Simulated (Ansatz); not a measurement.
A 3-atom cell of BaF₂ started from a crystallographic database (r2SCAN geometry), in Ansatz:

```cif
data_structure
_symmetry_space_group_name_H-M 'P 1'
_symmetry_Int_Tables_number 1
_cell_length_a 4.3800
_cell_length_b 4.3800
_cell_length_c 4.3800
_cell_angle_alpha 60.000
_cell_angle_beta 60.000
_cell_angle_gamma 60.000
_cell_volume 59.42
loop_
_atom_site_label
_atom_site_type_symbol
_atom_site_fract_x
_atom_site_fract_y
_atom_site_fract_z
_atom_site_occupancy
Ba1 Ba 0.00000 0.00000 0.00000 1
F1 F 0.25000 0.25000 0.25000 1
F2 F 0.75000 0.75000 0.75000 1
```

G0W0@PBE with 325 empty bands, a screening cutoff of 180 eV and a 6×6×6 mesh (PAW, contour deformation) gives 9.622 eV over the mesh points, from a PBE gap of 6.864 eV; it sums over 337 bands with 331 plane waves in the screening and a wave cutoff of 420 eV. G0W0 values are finite-basis, finite-mesh values. The values are computed, spin-unpolarised, and not measurements.

Q: Estimate the gap with starting point HSE06.

A: 10.478 eV (+0.856 eV), from a Kohn-Sham gap of 8.792 eV.

Q: Another run gave a Kohn-Sham gap of 6.853 eV and a G0W0 gap of 9.623 eV, summing over 337 bands with 331 plane waves in the screening and a wave cutoff of 1320 eV. What was changed?

A: Potentials of the kind norm-conserving. The wave cutoff gives it away.

Q: Estimate the gap with starting point PBE0.

A: 10.716 eV (+1.094 eV), from a Kohn-Sham gap of 9.559 eV.

Spin-orbit coupling is left out.
